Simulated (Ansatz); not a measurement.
TiCo: hydrostatic pressure series

Computed with Ansatz, DFT PBEsol, scalar-relativistic, plane waves, PAW. Settings: 420 eV cutoff, 14×14×14 k-mesh, Gaussian smearing of 0.10 eV, collinear spin.

Starting point, cell and atoms relaxed:

```xyz
2
Lattice="2.9385 0.0000 0.0000 0.0000 2.9385 0.0000 0.0000 0.0000 2.9385" Properties=species:S:1:pos:R:3 pbc="T T T"
Ti    0.0000    0.0000    0.0000
Co    1.4693    1.4693    1.4693
```

Cell and atoms are relaxed at each pressure within the symmetry of the start, at zero temperature, so transitions that lower the symmetry aren't seen. The k-mesh given is that at zero pressure and may differ at others. a, b and c are the lengths of the cell vectors above.

Starting moments were lost in some runs.

| P (GPa) | V (Å³/atom) | V/V0 | a (Å) | b (Å) | c (Å) |
| --- | --- | --- | --- | --- | --- |
| -1 | 12.76 | 1.006 | 2.944 | 2.944 | 2.944 |
| 0 | 12.69 | 1.000 | 2.939 | 2.939 | 2.939 |
| 1 | 12.62 | 0.994 | 2.933 | 2.933 | 2.933 |
| 4 | 12.42 | 0.979 | 2.918 | 2.918 | 2.918 |
| 12 | 11.97 | 0.944 | 2.882 | 2.882 | 2.882 |
| 25 | 11.39 | 0.898 | 2.835 | 2.835 | 2.835 |
| 50 | 10.56 | 0.832 | 2.764 | 2.764 | 2.764 |
| 90 | 9.65 | 0.760 | 2.682 | 2.682 | 2.682 |

Task: What bulk modulus and pressure derivative fit these points?

Result: A third-order Birch–Murnaghan fit gives B0 = 185 GPa and B0' = 4.2.